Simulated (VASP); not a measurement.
Set up this calculation in VASP 6.6.1, as the native input.

| Item | Value |
| --- | --- |
| Task | relaxation of cell and atoms |
| Functional | r2SCAN |
| Potentials or basis | VASP PAW PBE potentials, release 64 (Si, C) |
| Cutoff | 520 eV |
| k mesh | 12 × 12 × 6 |
| Occupations | gaussian, width 0.02 eV |
| Spin | no spin polarisation |
| Further INCAR settings | ALGO = Normal; EDIFF = 1e-07; IBRION = 2; EDIFFG = -0.002; NSW = 80; ISIF = 3 |

The structure of SiC lies in POSCAR:

```
SiC                                     
1.0
    3.0744524286     -0.0000000000     -0.0000000000
   -1.5372262143      2.6625539039      0.0000000000
    0.0000000000      0.0000000000      5.0469850098
  Si              C             
     2     2
Direct
     0.3333333300000021    0.6666666699999979    0.0045990220353398
     0.6666666699999979    0.3333333300000021    0.5045990220353398
     0.3333333300000021    0.6666666699999979    0.3804009779646582
     0.6666666699999979    0.3333333300000021    0.8804009779646582
```

These files were run (other wordings do the same):

INCAR

```
SYSTEM = SiC
PREC     = Accurate       ! precision mode
ENCUT    = 520            ! plane-wave cutoff, eV
EDIFF    = 1E-7           ! SCF threshold, eV
ISMEAR   = 0              ! smearing method
SIGMA    = 0.02           ! smearing width, eV
LREAL    = .FALSE.        ! projectors in reciprocal space
LASPH    = .TRUE.         ! aspherical terms in the spheres
NELM     = 100            ! most SCF steps
ALGO     = Normal         ! electronic algorithm
ISIF     = 3              ! what is computed and relaxed
LWAVE    = .FALSE.        ! write WAVECAR
LCHARG   = .FALSE.        ! write CHGCAR
METAGGA  = R2SCAN         ! meta-GGA
LMIXTAU  = .TRUE.       
IBRION   = 2              ! ionic algorithm
NSW      = 80             ! ionic steps
EDIFFG   = -0.002         ! ionic threshold
```

KPOINTS

```
regular mesh
0
G
  12 12 6
  0 0 0
```

Potentials or basis: VASP PAW PBE potentials, release 64 (Si, C).

The run is started by

```console
$ cat potpaw_PBE.64/Si/POTCAR potpaw_PBE.64/C/POTCAR > POTCAR
$ mpirun -np 1 vasp_std > vasp.out
```

Results of the run:

* Pressure after relaxing: 0.0 GPa
* Band gap on the k mesh: 2.66 eV, indirect (least direct gap 4.49 eV)

Caveat: the relaxation stopped at its first step, so nothing moved; the PAW data sets were made with another functional, which shifts forces and pressure a little.

Wall time 62 s on 1 thread of Intel(R) Xeon(R) 6975P-C (Granite Rapids), with other jobs on the host, peak memory 0.18 GiB.
